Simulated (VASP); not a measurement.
# AgCl (Chlorargyrite) (Fm-3m) in VASP: settings compared

The runs below take AgCl (Chlorargyrite) through single point, relaxation of cell and atoms, with PBEsol, r2SCAN.

All numbers are computed with VASP 6.6.1; they aren't measurements. Logs are shortened: lines on timing, memory, paths and dates and some standing lists are left out, and cuts for length are marked.

**What was measured.**

A printed reference work, data compilation reports, for a bulk crystal of AgCl: band gap 3.249 eV (indirect).

The runs below are set against these values where they give the same quantity.

## (1) The structure

The structure is cubic, space group Fm-3m (No. 225). Conventional cell: a = 5.470 Å, b = 5.470 Å, c = 5.470 Å, α = 90.00°, β = 90.00°, γ = 90.00°. Around Ag (site symmetry m-3m) lie 6 Cl at 2.73 Å. Cl (site symmetry m-3m) has 6 Ag at 2.73 Å as nearest neighbours.

## (2) Single point, PBEsol

Contents of INCAR:

```
ALGO     = Fast           # electronic algorithm
EDIFF    = 1E-7           # SCF threshold, eV
ENCUT    = 520            # plane-wave cutoff, eV
GGA      = PS             # functional
ISIF     = 2              # what is computed and relaxed
ISMEAR   = 0              # smearing method
KPAR     = 4            
LASPH    = True           # aspherical terms in the spheres
LCHARG   = False          # write CHGCAR
LREAL    = False          # projectors in reciprocal space
LWAVE    = False          # write WAVECAR
NBANDS   = 16             # bands
NELM     = 80             # most SCF steps
PREC     = Accurate       # precision mode
SIGMA    = 0.03           # smearing width, eV
```

Contents of KPOINTS:

```
k-points
0
Gamma
  6 6 6
```

Contents of POSCAR:

```
AgCl
1.0
    0.0000000000      2.7350000000      2.7350000000
    2.7350000000      0.0000000000      2.7350000000
    2.7350000000      2.7350000000      0.0000000000
Ag Cl
1 1
Direct
    0.0000000000      0.0000000000      0.0000000000
    0.5000000000      0.5000000000      0.5000000000
```

Potentials or basis: VASP PAW PBE potentials, release 64 (Ag, Cl).

Launch:

```bash
> cat potpaw_PBE.64/Ag/POTCAR potpaw_PBE.64/Cl/POTCAR > POTCAR
> mpirun -np 4 vasp_std > vasp.out
```

OUTCAR:

```text
EDIFF = 1E-7
   ENCUT = 520
   GGA = PS
   ISIF = 2
   ISMEAR = 0
   LASPH = True
   LREAL = False
   NELM = 80
   PREC = Accurate

 ion  position               nearest neighbor table
   1  0.000  0.000  0.000-   2 2.73   2 2.73   2 2.73   2 2.73   2 2.73   2 2.73
   2  0.500  0.500  0.500-   1 2.73   1 2.73   1 2.73   1 2.73   1 2.73   1 2.73

  LATTYP: Found a face centered cubic cell.
 ALAT       =     5.4700000000

  Lattice vectors:

 A1 = (   0.0000000000,   2.7350000000,   2.7350000000)
 A2 = (   2.7350000000,   0.0000000000,   2.7350000000)
 A3 = (   2.7350000000,   2.7350000000,   0.0000000000)

Analysis of symmetry for initial positions (statically):
=====================================================================
 Subroutine PRICEL returns:
 Original cell was already a primitive cell.

 Routine SETGRP: Setting up the symmetry group for a
 face centered cubic supercell.

 Subroutine GETGRP returns: Found 48 space group operations
 (whereof 48 operations were pure point group operations)
 out of a pool of 48 trial point group operations.

The static configuration has the point symmetry O_h .

Analysis of symmetry for dynamics (positions and initial velocities):
=====================================================================
 Subroutine PRICEL returns:
 Original cell was already a primitive cell.

 Routine SETGRP: Setting up the symmetry group for a
 face centered cubic supercell.

 Subroutine GETGRP returns: Found 48 space group operations
 (whereof 48 operations were pure point group operations)
 out of a pool of 48 trial point group operations.

The dynamic configuration has the point symmetry O_h .

 Subroutine INISYM returns: Found 48 space group operations
 (whereof 48 operations are pure point group operations),
 and found     1 'primitive' translations

----------------------------------------------------------------------------------------

                                     Primitive cell

  volume of cell :      40.9168

  direct lattice vectors                    reciprocal lattice vectors
     0.000000000  2.735000000  2.735000000    -0.182815356  0.182815356  0.182815356
     2.735000000  0.000000000  2.735000000     0.182815356 -0.182815356  0.182815356
     2.735000000  2.735000000  0.000000000     0.182815356  0.182815356 -0.182815356

  length of vectors
     3.867874093  3.867874093  3.867874093     0.316645486  0.316645486  0.316645486

  position of ions in fractional coordinates (direct lattice)
     0.000000000  0.000000000  0.000000000
     0.500000000  0.500000000  0.500000000

  ion indices of the primitive-cell ions
   primitive index   ion index
                 1           1
                 2           2

----------------------------------------------------------------------------------------

 KPOINTS: k-points

Automatic generation of k-mesh.
 Grid dimensions read from file:
 generate k-points for:    6    6    6

 Generating k-lattice:

  Cartesian coordinates                     Fractional coordinates (reciprocal lattice)
    -0.030469226  0.030469226  0.030469226     0.166666667  0.000000000  0.000000000
     0.030469226 -0.030469226  0.030469226     0.000000000  0.166666667  0.000000000
     0.030469226  0.030469226 -0.030469226     0.000000000  0.000000000  0.166666667

  Length of vectors
     0.052774248  0.052774248  0.052774248

  Shift w.r.t. Gamma in fractional coordinates (k-lattice)
     0.000000000  0.000000000  0.000000000

 Subroutine IBZKPT returns following result:
 ===========================================

 Found     16 irreducible k-points:

 Following reciprocal coordinates:
            Coordinates               Weight
  0.000000  0.000000  0.000000      1.000000
  0.166667  0.000000  0.000000      8.000000
  0.333333  0.000000  0.000000      8.000000
  0.500000  0.000000  0.000000      4.000000
  0.166667  0.166667  0.000000      6.000000
  0.333333  0.166667  0.000000     24.000000
[... 8 lines left out ...]
 -0.333333  0.333333  0.166667     24.000000
 -0.333333  0.500000  0.166667     12.000000
   k-points           NKPTS =     16   k-points in BZ     NKDIM =     16   number of bands    NBANDS=     16
   number of dos      NEDOS =    301   number of ions     NIONS =      2
   total plane-waves  NPLWV =  27000
   dimension x,y,z NGX =    30 NGY =   30 NGZ =   30
   dimension x,y,z NGXF=    60 NGYF=   60 NGZF=   60
   ions per type =               1   1
   NGX,Y,Z   is equivalent  to a cutoff of  12.89, 12.89, 12.89 a.u.
   NGXF,Y,Z  is equivalent  to a cutoff of  25.79, 25.79, 25.79 a.u.
 SYSTEM =  unknown system
   PREC   = accura    normal or accurate (medium, high low for compatibility)
   ISTART =      0    job   : 0-new  1-cont  2-samecut
   ICHARG =      2    charge: 1-file 2-atom 10-const
   ISPIN  =      1    spin polarized calculation?
   LNONCOLLINEAR =      F non collinear calculations
   LSORBIT =      F    spin-orbit coupling
   LASPH  =      T    aspherical Exc in radial PAW
   ENCUT  =  520.0 eV  38.22 Ry    6.18 a.u.   7.19  7.19  7.19*2*pi/ulx,y,z
   NELM   =     80;   NELMIN=  2; NELMDL= -5     # of ELM steps
   EDIFF  = 0.1E-06   stopping-criterion for ELM
   LREAL  =      F    real-space projection
   EDIFFG = 0.1E-05   stopping-criterion for IOM
   NSW    =      0    number of steps for IOM
   IBRION =     -1    ionic relax: 0-MD 1-quasi-New 2-CG
   NFREE  =      0    steps in history (QN), initial steepest desc. (CG)
   ISIF   =      2    stress and relaxation
   ISYM   =      2    0-nonsym 1-usesym 2-fastsym
   POTIM  = 0.5000    time-step for ionic-motion
   TEBEG  =    0.0;   TEEND  =   0.0 temperature during run
   PSTRESS=    0.0 pullay stress
   NELECT =      18.0000    total number of electrons
   NUPDOWN=      -1.0000    fix difference up-down
   EMIN   =  10.00;   EMAX   =-10.00  energy-range for DOS
   EFERMI =   0.00;   METHOD = LEGACY
   ISMEAR =     0;   SIGMA  =   0.03  broadening in eV -4-tet -1-fermi 0-gaus
   EFERMI_NEDOS =   21; number of points for ismear=-14 and -15
   IALGO  =     68    algorithm
   IMIX   =      4    mixing-type and parameters
     AMIX     =   0.40;   BMIX     =  1.00
     AMIX_MAG =   1.60;   BMIX_MAG =  1.00
  volume/ion in A,a.u.               =      20.46       138.06
  Fermi-wavevector in a.u.,A,eV,Ry     =   1.245083  2.352866 21.092186  1.550232
  Thomas-Fermi vector in A             =   2.379321
   LORBIT       =      0    0 simple, 1 ext, 2 COOP (PROOUT), +10 PAW based schemes
   GGA     = PS    functional components
   LHFCALC =     F    Hartree Fock is set to
   AEXX    =    0.0000 exact exchange contribution
   IVDW    =     0    specifies the selected vdW correction
   LEPSILON=     F    determine dielectric tensor
   LRPA    =     F    only Hartree local field effects (RPA)
 non-spin polarized calculation
 RMM-DIIS sequential band-by-band and
 Gauss-broadening in eV      SIGMA  =   0.03
  energy-cutoff  :      520.00
  volume of cell :       40.92
 maximum number of plane-waves:      1113
 NGX is ok and might be reduce to    30
   NGX = 15   NGY = 15   NGZ = 15

 number of electron      18.0000002 magnetization

 Free energy of the ion-electron system (eV)
  ---------------------------------------------------
  ext. energy  EPLUGINS =         0.00000000
  ---------------------------------------------------
  free energy    TOTEN  =        -6.05920157 eV

  energy without entropy =       -6.05920157  energy(sigma->0) =       -6.05920157

 E-fermi :   4.4189     XC(G=0): -10.4339

 val. band max:        4.2530593713   @ k =   0.5000   0.0000   0.0000
 cond. band min:       4.9754045058   @ k =   0.0000   0.0000   0.0000
 fundamental gap:      0.7223451345
 Fermi energy:         4.4188623794

 k-point     1 :       0.0000    0.0000    0.0000
  band No.  band energies     occupation
      1     -11.1769      2.00000
      2       1.5996      2.00000
      3       1.5996      2.00000
      4       1.5996      2.00000
      5       1.6419      2.00000
      6       1.6419      2.00000
[... 8 lines left out ...]
     15      17.6592      0.00000
     16      17.6593      0.00000

 k-point     2 :       0.1667    0.0000    0.0000
  band No.  band energies     occupation
      1     -11.0582      2.00000
      2       0.4619      2.00000
      3       0.6860      2.00000
      4       0.6860      2.00000
      5       1.7022      2.00000
      6       1.7022      2.00000
[... 8 lines left out ...]
     15      16.1829      0.00000
     16      16.8289      0.00000

 k-point     3 :       0.3333    0.0000    0.0000
  band No.  band energies     occupation
      1     -10.8031      2.00000
      2      -0.8835      2.00000
      3       0.0136      2.00000
      4       0.0136      2.00000
      5       1.9088      2.00000
      6       1.9088      2.00000
[... 8 lines left out ...]
     15      17.0131      0.00000
     16      17.0131      0.00000

 k-point     4 :       0.5000    0.0000    0.0000
  band No.  band energies     occupation
      1     -10.6651      2.00000
      2      -1.4232      2.00000
      3      -0.2218      2.00000
      4      -0.2218      2.00000
      5       2.0173      2.00000
      6       2.0173      2.00000
[... 8 lines left out ...]
     15      17.9137      0.00000
     16      17.9137      0.00000
[... 172 lines left out ...]
 k-point    14 :       0.5000    0.3333    0.1667
  band No.  band energies     occupation
      1     -10.6948      2.00000
      2      -0.7956      2.00000
      3      -0.0029      2.00000
      4       0.2989      2.00000
      5       1.8138      2.00000
      6       2.0209      2.00000
[... 8 lines left out ...]
     15      18.7622      0.00000
     16      20.3921      0.00000

 k-point    15 :      -0.3333    0.3333    0.1667
  band No.  band energies     occupation
      1     -10.6236      2.00000
      2      -0.6956      2.00000
      3      -0.1310      2.00000
      4      -0.0545      2.00000
      5       1.9382      2.00000
      6       2.0201      2.00000
[... 8 lines left out ...]
     15      17.8178      0.00000
     16      19.5167      0.00000

 k-point    16 :      -0.3333    0.5000    0.1667
  band No.  band energies     occupation
      1     -10.6200      2.00000
      2      -0.2993      2.00000
      3      -0.0709      2.00000
      4       0.2168      2.00000
      5       1.8938      2.00000
      6       2.1511      2.00000
[... 8 lines left out ...]
     15      18.5497      0.00000
     16      19.3941      0.00000

------------------------ aborting loop because EDIFF is reached ----------------------------------------

  FORCE on cell =-STRESS in cart. coord.  units (eV):
  Direction    XX          YY          ZZ          XY          YZ          ZX
  --------------------------------------------------------------------------------------
  -------------------------------------------------------------------------------------
  Total       -0.1972885     -0.1972885     -0.1972885      0.0000000      0.0000000      0.0000000
  in kB       -7.7252119     -7.7252119     -7.7252119      0.0000000      0.0000000      0.0000000
  external PRESSURE =      -7.7252119 kB  Pullay stress =       0.0000000 kB

 VOLUME and BASIS-vectors are now :
 -----------------------------------------------------------------------------
  energy-cutoff  :      520.00
  volume of cell :       40.92
      direct lattice vectors                 reciprocal lattice vectors
     0.000000000  2.735000000  2.735000000    -0.182815356  0.182815356  0.182815356
     2.735000000  0.000000000  2.735000000     0.182815356 -0.182815356  0.182815356
     2.735000000  2.735000000  0.000000000     0.182815356  0.182815356 -0.182815356

 POSITION                                       TOTAL-FORCE (eV/Angst)
 -----------------------------------------------------------------------------------
      0.00000      0.00000      0.00000         0.000000      0.000000      0.000000
      2.73500      2.73500      2.73500         0.000000      0.000000     -0.000000
 -----------------------------------------------------------------------------------
    total drift:                               -0.000000      0.000000      0.000000

  FREE ENERGIE OF THE ION-ELECTRON SYSTEM (eV)
  ---------------------------------------------------
  free  energy   TOTEN  =        -6.0592015732 eV

  energy  without entropy=       -6.0592015732  energy(sigma->0) =       -6.05920157
```

Wall time 7.7 s (4 MPI ranks of Intel Xeon Platinum 8559C (Emerald Rapids), shared host); peak memory 0.15 GiB.

Results:

- Free energy: -6.0592 eV
- Pressure: -0.8 GPa
- Band gap on the k mesh: 0.72 eV, indirect (least direct gap 3.23 eV)

Caveat: the PAW data sets were made with another functional, which shifts forces and pressure a little.

## (3) Relaxation of cell and atoms, r2SCAN

Contents of INCAR:

```
SYSTEM = AgCl
  PREC = Accurate
  ENCUT = 600
  EDIFF = 1E-6
  ISMEAR = 0
  SIGMA = 0.03
  LREAL = .FALSE.
  LASPH = .TRUE.
  NELM = 80
  ALGO = Normal
  ISIF = 3
  LWAVE = .FALSE.
  LCHARG = .FALSE.
  METAGGA = R2SCAN
  LMIXTAU = .TRUE.
  IBRION = 2
  NSW = 90
  EDIFFG = -0.01
```

Contents of KPOINTS:

```
regular mesh
0
G
  8 8 8
  0 0 0
```

POSCAR is that of step 2.

Potentials or basis: VASP PAW PBE potentials, release 64 (Ag, Cl).

Launch:

```bash
> cat potpaw_PBE.64/Ag/POTCAR potpaw_PBE.64/Cl/POTCAR > POTCAR
> mpirun -np 1 vasp_std > vasp.out
```

Wall time 82 s (1 thread of Intel Xeon 6975P-C (Granite Rapids), shared host); peak memory 0.19 GiB.

The run converged. Its results:

| Property | Result |
| --- | --- |
| Free energy | -28.6432 eV |
| Relaxed volume | 21.32 Å³/atom |
| Relaxed cell | a = 3.922 Å, b = 3.922 Å, c = 3.922 Å, α = 60.00°, β = 60.00°, γ = 60.00° |
| Space group after relaxing (to 0.05 Å) | Fm-3m (No. 225) |
| Energy gained by relaxing | 5.6 meV/atom |
| Ionic steps | 2 |
| Pressure after relaxing | -0.1 GPa |
| Band gap on the k mesh | 1.42 eV, indirect (least direct gap 3.70 eV) |

Step by step:
```tsv
step	energy change (eV)	largest force (eV/Å)	pressure (GPa)	volume (Å³)
1	0.0000	0.0000	2.26	40.92
2	-0.0113	0.0000	-0.06	42.65
```

Final structure:
```yaml
crystal:
  lattice:
    - [0.00000, 2.77301, 2.77301]
    - [2.77301, 0.00000, 2.77301]
    - [2.77301, 2.77301, 0.00000]
  atoms:
    - { symbol: Ag, position: [0.00000, 0.00000, 0.00000] }
    - { symbol: Cl, position: [0.50000, 0.50000, 0.50000] }
```

Levels at points of the mesh, in eV from the valence-band top:
```csv
k point,band 6,band 7,band 8,band 9,band 10,band 11,band 12,band 13
"(0.00, 0.00, 0.00)",-2.43,-2.43,-2.38,-2.38,1.42,11.34,11.34,11.34
"(0.50, 0.00, 0.00)",-2.07,-1.75,0.00,0.00,4.71,7.16,8.27,8.27
"(0.50, 0.50, 0.00)",-2.20,-1.95,-1.95,-1.84,2.93,8.35,9.24,12.34
```

Caveat: the PAW data sets were made with another functional, which shifts forces and pressure a little.

## (4) Against experiment

Step 2. Against the measured gap of AgCl, 3.249 eV (indirect; a printed reference work, data compilation), the calculated 0.72 eV is off by -2.53 eV. So large a miss can be the level of theory's own, or it may mean another phase, state or a wrong row. Spin-orbit coupling on Ag is left out. The value is that of PBEsol on a finite k mesh, which can miss the band edges, without temperature or zero-point motion. Semilocal functionals fall short of measured gaps as a rule.
